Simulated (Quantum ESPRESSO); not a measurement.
**Al under changes of volume**

One of the cells (16.669 Å³/atom); the others are scaled copies at fixed shape and fractional positions:

```
Al
1.0
     2.81246    0.00000    0.00000
    -1.40623    2.43566    0.00000
     0.00000    0.00000    4.86685
Al
2
Direct
  0.33333 0.66667 0.25000
  0.66667 0.33333 0.75000
```

This isn't the form of Al at room conditions, which is fcc.

```yaml
Program: Quantum ESPRESSO 7.5
Functional: PBEsol
Potentials_or_basis: GBRV 1.5 PBEsol
Cutoff: 612 eV
Density_cutoff: 4898 eV
k_mesh: 11 × 11 × 6
Occupations: fermi-dirac, width 0.05 eV
Spin: no spin polarisation
```

```csv
volume (Å³/atom),energy over the lowest point (meV/atom),pressure (GPa)
15.669,8.04,3.8
16.003,2.10,1.9
16.336,0.00,0.2
16.669,1.34,-1.4
17.003,5.77,-2.8
17.336,12.96,-4.0
17.670,?,?
```

Problem. What does the run at 17.670 Å³/atom give?

Solution. Energy over the lowest point 22.62 meV/atom; pressure -5.2 GPa.

Worked out: A Birch-Murnaghan fit of order 3 (a polynomial in V^(-2/3)) to the other rows has its minimum at 16.37 Å³/atom with B0 = V·E''(V) = 80 GPa and B' = 4.3 at fixed shape and positions, which overstates the stiffness. It gives 22.67 meV/atom at 17.670 Å³/atom, against the run's 22.62, and -dE/dV = -5.2 GPa, against -5.2.

Energies are extrapolated to zero smearing.
